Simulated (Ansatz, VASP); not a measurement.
# Cross-check of Si53C55 (C_Si2) between VASP and Ansatz, part 2 of 3

One calculation is typed for both programs; each brings its own data sets. How far apart do they land? Of the first pair: The structure shown is the start of the Ansatz relaxation below; VASP solves that cell, so the two are compared at the walk's first step.

VASP 6.6.1 and Ansatz 0.2.0.

So far: Set-up; Ansatz: relaxation, r2SCAN.

## (3) VASP: single point, r2SCAN, start cell, pair 1

Level of this step: r2SCAN, spin-polarised from a ferromagnetic start; plane waves and PAW (Si, C) (VASP).

The same cell, functional and mesh now go to VASP, with its own data sets.

Lines of VASP's logs that name or quote its potential files are left out, and so is its time.

INCAR reads:

```
SYSTEM = Si53C55
PREC = Accurate
ENCUT = 580
EDIFF = 1E-06
NELM = 200
ISMEAR = 0
SIGMA = 0.01
LREAL = Auto
ALGO = Normal
METAGGA = R2SCAN
LASPH = .TRUE.
NELECT = 431
NBANDS = 296
ISPIN = 2
MAGMOM = 0 0 0 0 0 0 0 0 0 0 0 0 0 0 0 0 0 0 0 0 0 0 0 0 0 0 0 0 0 0 0 0 0 0 0 0 0 0 0 0 0 0 0 0 0 0 0 0 0 0 0 0 0 0.01 0.01 0.01 0.01 0.01 0.01 0.01 0.01 0.01 0.01 0.01 0.01 0.01 0.01 0.01 0.01 0.01 0.01 0.01 0.01 0.02 0.01 0.02 0.01 0 0.02 0.01 0.02 0.01 0.01 0.01 0.01 0.01 0.02 0.01 0.02 0.01 0.01 0.01 0.02 0.01 0.01 0.01 0.01 0.01 0.02 0.01 0.02 0.01 0.01 0.01 0.01 0.01 0.01 0.01
LORBIT = 11
LWAVE = .FALSE.
LCHARG = .FALSE.
ISIF = 2
ISYM = 0
NUPDOWN = 1
GGA_COMPAT = .FALSE.
LMIXTAU = .TRUE.
NCORE = 2
```

POSCAR reads:

```
Si53C55
1.0
    9.2359949282      0.0000000000      0.0000000000
   -4.6179974641      7.9986062370      0.0000000000
    0.0000000000      0.0000000000     15.1078644027
Si C
53 55
Direct
    0.1122892775      0.2176950519      0.8338690806
    0.2274632158      0.1125589851      0.3313301514
    0.2165126975      0.1083017434      0.6651537724
[... 5 atom lines left out ...]
    0.2170777996      0.4415200468      0.6683687867
[... 7 atom lines left out ...]
    0.0037443564      0.6710031524      0.5019027705
[... 1 atom line left out ...]
    0.4388738868      0.2185804562      0.8315779560
[... 1 atom line left out ...]
    0.5578661190      0.1101725693      0.6637049243
[... 1 atom line left out ...]
    0.3375662326      0.0058453934      0.5005791552
[... 1 atom line left out ...]
    0.4407680601      0.5517838820      0.8353868994
    0.5604972243      0.4500146517      0.3337050734
[... 1 atom line left out ...]
    0.3372852907      0.3389116703      0.4984088948
[... 3 atom lines left out ...]
    0.5545603943      0.7724484513      0.6651044603
[... 1 atom line left out ...]
    0.3279539595      0.6655945851      0.4983571999
[... 1 atom line left out ...]
    0.7734504029      0.2162521755      0.8324474370
[... 5 atom lines left out ...]
    0.7790925971      0.5555930456      0.8297721416
[... 1 atom line left out ...]
    0.8873824277      0.4395928360      0.6644912036
[... 1 atom line left out ...]
    0.6699487232      0.3361894461      0.5024394446
[... 1 atom line left out ...]
    0.7781266389      0.8929703236      0.8352688152
[... 1 atom line left out ...]
    0.8881870883      0.7756430078      0.6633984614
[... 1 atom line left out ...]
    0.6630049483      0.6641095764      0.5023677601
[... 3 atom lines left out ...]
    0.1065866404      0.2233601639      0.7089422909
[... 1 atom line left out ...]
    0.2205227584      0.1055490138      0.5428864584
[... 3 atom lines left out ...]
    0.1135831866      0.5545682421      0.7052777094
[... 1 atom line left out ...]
    0.2258962164      0.4445722035      0.5390632179
[... 1 atom line left out ...]
    0.9972848829      0.6688839082      0.8763944160
[... 1 atom line left out ...]
    0.1160632958      0.8881453580      0.7084490378
[... 3 atom lines left out ...]
    0.3314236103      0.9980681634      0.8774611452
[... 1 atom line left out ...]
    0.4423690464      0.2187853669      0.7052408412
[... 1 atom line left out ...]
    0.5534907142      0.1054267425      0.5428208635
[... 1 atom line left out ...]
    0.5560472454      0.4394165553      0.6658002569
    0.3300345182      0.3355738388      0.8728677097
    0.3371772515      0.3347798255      0.3769605583
    0.4404737183      0.5556330526      0.7102200360
[... 1 atom line left out ...]
    0.5609135257      0.4463552642      0.5398897410
[... 1 atom line left out ...]
    0.3374795818      0.6665241221      0.8764404847
[... 1 atom line left out ...]
    0.4453767868      0.8946182357      0.7073995844
[... 1 atom line left out ...]
    0.5516425473      0.7772242833      0.5439627191
[... 3 atom lines left out ...]
    0.7763844467      0.2167941450      0.7094258139
[... 3 atom lines left out ...]
    0.6673783128      0.3299791141      0.8767474109
    0.6617866586      0.3336966368      0.3755248160
    0.7809330167      0.5534629245      0.7062280754
[... 1 atom line left out ...]
    0.8886039074      0.4475856035      0.5441554002
[... 1 atom line left out ...]
    0.6681038143      0.6726260602      0.8746970219
    0.6714913190      0.6719439413      0.3755334208
    0.7716951659      0.8846931316      0.7077062459
[... 1 atom line left out ...]
    0.8830805102      0.7738354429      0.5404828096
    0.7767620428      0.8936404404      0.0420993320
```

KPOINTS reads:

```
Points of the shifted mesh
1
Reciprocal
 0.2500000000  0.2500000000  0.2500000000 1
```

PAW data sets: Si and C (PBE family, release 64).

Started as:

```sh
$ mpirun -np 8 vasp_std
```

Numbers of over 12 decimals in the logs are rounded to 6 here.

What it wrote:

```text
[banner, memory and clock lines left out]
running    8 mpi-ranks, on    1 nodes
[...]
|                                                                             |
|               ----> ADVICE to this user running VASP <----                  |
|                                                                             |
|     You enforced a specific xc type in the INCAR file but a different       |
|     [... a line on the potential file left out ...]
|     I HOPE YOU KNOW WHAT YOU ARE DOING!                                     |
|                                                                             |

 LDA part: xc-table for (None), standard interpolation
 POSCAR, INCAR and KPOINTS ok, starting setup
[...]
entering main loop
       N       E                     dE             d eps       ncg     rms          rms(c)
DAV:   1     0.119051796951E+04    0.11905E+04   -0.21664E+05  1184   0.149E+03
DAV:   2    -0.104188337542E+04   -0.22324E+04   -0.20992E+04  1440   0.254E+02
DAV:   3    -0.120251065525E+04   -0.16063E+03   -0.15879E+03  1456   0.629E+01
DAV:   4    -0.120616258023E+04   -0.36519E+01   -0.36346E+01  1448   0.103E+01
DAV:   5    -0.120626826228E+04   -0.10568E+00   -0.10548E+00  1448   0.164E+00BRMIX: very serious problems
 the old and the new charge density differ
 old charge density:   432.00000 new  431.00000
    0.667E+01
DAV:   6    -0.110707092691E+04    0.99197E+02   -0.27990E+02  1376   0.231E+01    0.373E+01
DAV:   7    -0.105021666673E+04    0.56854E+02   -0.21902E+01  1384   0.851E+00    0.155E+01
DAV:   8    -0.110124444073E+04   -0.51028E+02   -0.15013E+01  1248   0.768E+00    0.103E+01
DAV:   9    -0.107052240476E+04    0.30722E+02   -0.51233E+00  1280   0.473E+00    0.443E+00
[...]
DAV:  22    -0.104861743333E+04   -0.66032E-05   -0.10057E-05  1296   0.804E-03    0.762E-03
DAV:  23    -0.104861742633E+04    0.69949E-05   -0.11914E-06   840   0.269E-03    0.643E-03
DAV:  24    -0.104861742579E+04    0.54001E-06   -0.32783E-06   800   0.307E-03
   1 F= -.10486174E+04 E0= -.10486174E+04  d E =-.151366E-12  mag=     1.0000
```

Parts of OUTCAR (step 3):

```text
  FREE ENERGIE OF THE ION-ELECTRON SYSTEM (eV)
  ---------------------------------------------------
  free  energy   TOTEN  =     -1048.6174257927 eV

  energy  without entropy=    -1048.6174257927  energy(sigma->0) =    -1048.61742579

 magnetization (x)
# of ion       s       p       d       tot
------------------------------------------
    1       -0.001   0.000   0.000  -0.001
    2       -0.000   0.001   0.000   0.000
    3       -0.001   0.001   0.000   0.000
    4       -0.000   0.000   0.000  -0.000
    5       -0.000   0.000   0.000   0.000
    6       -0.000  -0.000   0.000  -0.000
    7       -0.001  -0.000   0.000  -0.001
    8       -0.000   0.000   0.000  -0.000
    9       -0.001   0.000   0.000  -0.001
   10       -0.000   0.000   0.000  -0.000
   11       -0.000   0.001   0.000   0.001
   12       -0.001   0.000   0.000  -0.001
   13       -0.001  -0.000   0.000  -0.001
[...]
--------------------------------------------------
tot          0.008   0.598   0.000   0.606
```

The cell is charged against a uniform background.

The run ends at a pressure of -2.75 GPa, with forces up to 3.2 eV/Å.

## (4) Differences

Known differences besides the potentials themselves: VASP starts from the moments at which Ansatz ended; VASP keeps PBE cores, Ansatz makes them for the functional; fixed occupations in Ansatz, narrow Gaussian smearing in VASP; the cutoff is 500 eV in Ansatz and 580 eV in VASP (PREC = Accurate, projectors in real space). Total energies have different zeros and are not compared.

Forces on 7 of the 108 atoms, those with the largest forces and the largest differences (eV/Å; atoms numbered as in POSCAR):

```csv
atom,"Ansatz x, y, z","VASP x, y, z"
Si39,"-1.389, 1.321, 0.159","-1.381, 1.312, 0.158"
Si40,"-0.507, -1.701, 0.554","-0.506, -1.692, 0.553"
C71,"-1.083, -1.047, 1.270","-1.079, -1.043, 1.271"
C74,"-0.130, 2.532, -0.446","-0.128, 2.517, -0.440"
C81,"1.738, -1.378, -1.001","1.727, -1.368, -0.996"
C83,"-0.936, -0.761, 3.032","-0.938, -0.757, 3.011"
C99,"-2.302, -0.918, -0.745","-2.289, -0.913, -0.735"
```

The forces differ by 4.3 meV/Å r.m.s., which is 0.5 % of the r.m.s. force of 0.820 eV/Å (both taken over all components). Moments aren't recorded for both runs of this pair, so they may hold unlike magnetic states. The cell carries a charge of +1 e against a uniform background, so its pressure also hangs on how the neutralising background is counted, and in a defect's cell a gap may be the spacing between its levels.

## (5) Ansatz: relaxation, r2SCAN

This run makes the geometry at which the two programs are then compared.

The structure compared here is the end of the Ansatz relaxation.

input.yaml reads:

```yaml
crystal:
  lattice:
    - [9.23599493, 0.0, 0.0]
    - [-4.61799746, 7.99860624, 0.0]
    - [0.0, 0.0, 15.1078644]
  atoms:
    - { symbol: Si, position: [0.11111111, 0.22222222, 0.8329854] }
    - { symbol: Si, position: [0.22222222, 0.11111111, 0.3329854] }
    - { symbol: Si, position: [0.22222222, 0.11111111, 0.66650102] }
[... 5 atom lines left out ...]
    - { symbol: C, position: [0.11111111, 0.22222222, 0.70799668] }
[... 7 atom lines left out ...]
    - { symbol: Si, position: [0.0, 0.33333333, 0.49972248] }
[... 1 atom line left out ...]
    - { symbol: C, position: [0.0, 0.33333333, 0.87436694] }
[... 1 atom line left out ...]
    - { symbol: C, position: [0.11111111, 0.55555556, 0.70799668] }
[... 1 atom line left out ...]
    - { symbol: C, position: [0.22222222, 0.44444444, 0.54152848] }
[... 1 atom line left out ...]
    - { symbol: Si, position: [0.11111111, 0.88888889, 0.8329854] }
    - { symbol: Si, position: [0.22222222, 0.77777778, 0.3329854] }
[... 1 atom line left out ...]
    - { symbol: Si, position: [0.11111111, 0.88888889, 0.16650102] }
[... 3 atom lines left out ...]
    - { symbol: C, position: [0.0, 0.66666667, 0.37436694] }
[... 1 atom line left out ...]
    - { symbol: C, position: [0.22222222, 0.77777778, 0.20799668] }
[... 1 atom line left out ...]
    - { symbol: C, position: [0.11111111, 0.88888889, 0.04152848] }
[... 5 atom lines left out ...]
    - { symbol: Si, position: [0.33333333, 0.0, 0.99972248] }
[... 1 atom line left out ...]
    - { symbol: C, position: [0.33333333, 0.0, 0.37436694] }
[... 1 atom line left out ...]
    - { symbol: C, position: [0.55555556, 0.11111111, 0.20799668] }
[... 1 atom line left out ...]
    - { symbol: C, position: [0.44444444, 0.22222222, 0.04152848] }
[... 1 atom line left out ...]
    - { symbol: Si, position: [0.55555556, 0.44444444, 0.3329854] }
[... 1 atom line left out ...]
    - { symbol: Si, position: [0.44444444, 0.55555556, 0.16650102] }
[... 3 atom lines left out ...]
    - { symbol: C, position: [0.33333333, 0.33333333, 0.37436694] }
[... 1 atom line left out ...]
    - { symbol: C, position: [0.55555556, 0.44444444, 0.20799668] }
[... 3 atom lines left out ...]
    - { symbol: Si, position: [0.55555556, 0.77777778, 0.3329854] }
[... 1 atom line left out ...]
    - { symbol: Si, position: [0.44444444, 0.88888889, 0.16650102] }
[... 1 atom line left out ...]
    - { symbol: Si, position: [0.33333333, 0.66666667, 0.99972248] }
[... 1 atom line left out ...]
    - { symbol: C, position: [0.33333333, 0.66666667, 0.37436694] }
[... 3 atom lines left out ...]
    - { symbol: C, position: [0.44444444, 0.88888889, 0.04152848] }
[... 1 atom line left out ...]
    - { symbol: Si, position: [0.88888889, 0.11111111, 0.3329854] }
[... 1 atom line left out ...]
    - { symbol: Si, position: [0.77777778, 0.22222222, 0.16650102] }
[... 1 atom line left out ...]
    - { symbol: Si, position: [0.66666667, 0.0, 0.99972248] }
    - { symbol: C, position: [0.66666667, 0.0, 0.87436694] }
    - { symbol: C, position: [0.66666667, 0.0, 0.37436694] }
    - { symbol: C, position: [0.77777778, 0.22222222, 0.70799668] }
[... 1 atom line left out ...]
    - { symbol: C, position: [0.88888889, 0.11111111, 0.54152848] }
[... 1 atom line left out ...]
    - { symbol: Si, position: [0.77777778, 0.55555556, 0.8329854] }
[... 1 atom line left out ...]
    - { symbol: Si, position: [0.88888889, 0.44444444, 0.66650102] }
[... 1 atom line left out ...]
    - { symbol: Si, position: [0.66666667, 0.33333333, 0.49972248] }
[... 3 atom lines left out ...]
    - { symbol: C, position: [0.77777778, 0.55555556, 0.70799668] }
[... 3 atom lines left out ...]
    - { symbol: Si, position: [0.77777778, 0.88888889, 0.8329854] }
    - { symbol: Si, position: [0.88888889, 0.77777778, 0.3329854] }
    - { symbol: Si, position: [0.88888889, 0.77777778, 0.66650102] }
[... 1 atom line left out ...]
    - { symbol: Si, position: [0.66666667, 0.66666667, 0.49972248] }
[... 1 atom line left out ...]
    - { symbol: C, position: [0.66666667, 0.66666667, 0.87436694] }
    - { symbol: C, position: [0.66666667, 0.66666667, 0.37436694] }
    - { symbol: C, position: [0.77777778, 0.88888889, 0.70799668] }
[... 1 atom line left out ...]
    - { symbol: C, position: [0.88888889, 0.77777778, 0.54152848] }
    - { symbol: C, position: [0.77777778, 0.88888889, 0.04152848] }
  host:
    repeats: [3, 3, 1]
    atoms:
      - { symbol: Si, position: [0.33333333, 0.66666667, 0.8329854] }
      - { symbol: Si, position: [0.66666667, 0.33333333, 0.3329854] }
      # ... 10 more atoms of the perfect host
total_charge: 1
basis:
  ecutwfc: 500
  xc_grid: 2
hamiltonian:
  xc: r2scan
  pseudopotentials: { kind: paw, azcp: { folder: soft_1 } }
kpoints:
  mp_grid: { grid: [1, 1, 1], shift: [0.25, 0.25, 0.25] }
magnetization:
  spin_polarized: true
  initial_magnetization: 1
  spin_locking: { lock_magnetization: hard }
scf:
  occupations: { method: fixed }
  max_iter: 100
output:
  forces: true
  charged_corrections:
    epsilon: [7.09, 7.09, 7.35]
    static_epsilon: [10.43, 10.43, 10.95]
    defect_position: [0.555556, 0.444444, 0.666501]
relax:
  f_tol: 0.02
  max_steps: 80
  random_displacement: { amplitude: 0.05, seed: 8783 }
checkpoint:
  write: "../qp1_M1.relax.run"
  compress: false
  write_wavefunctions: true
  write_every: 100000
```

Started as:

```sh
$ ansatz run input.yaml --threads 8 --pin off --max-ram 15073MiB --backend cpu --events-out ev --progress --plain --runs-dir out
```

What it wrote:

```text
[...]
Crystal: 108 atoms, lattice volume = 1116.095 Å³
Basis set: ecut = 500 eV, 28399 PW (Γ), exchange–correlation on 144×144×240 points (8 copies of the dense FFT grid, shifted against one another)
Bands: 324, of which v1, the nominal top of the filled ones, is band 216 counted from 1 (215 counted from 0)
Symmetry: 1 space group operations
k-points: 1
[...]
Starting moments: Σ|m| = 1 μB on 108 of 108 sites
[...]
- { symbol: C, position: [0.000740581, 0.332045, 0.874355] }
    - { symbol: C, position: [-0.00142888, 0.334365, 0.374810] }
[...]
- { symbol: Si, position: [0.884160, 0.774339, 0.666125] }
    - { symbol: Si, position: [0.777166, 0.888716, 0.166838] }
    - { symbol: Si, position: [0.664257, 0.664789, 0.503404] }
    - { symbol: Si, position: [0.666880, 0.665445, 0.999916] }
[...]
- { symbol: C, position: [0.777764, 0.888893, 0.708185] }
    - { symbol: C, position: [0.887929, 0.777698, 0.208658] }
    - { symbol: C, position: [0.887938, 0.778642, 0.541754] }
    - { symbol: C, position: [0.777911, 0.887868, 0.041658] }
```

(Continued in part 3 of 3.)

[Lines on the potential files, build, host, timing and source positions are cut from VASP's logs without a mark.]

[Logs are printed without paths, hosts, clocks, repeated set-up lines and the standing remarks that a program may print on its own settings, such as how far it seeks lower states.]

[Hosts, paths, dates, database ids (printed as entryN), source tags and the programs' standing remarks are cut or masked in the printed files.]
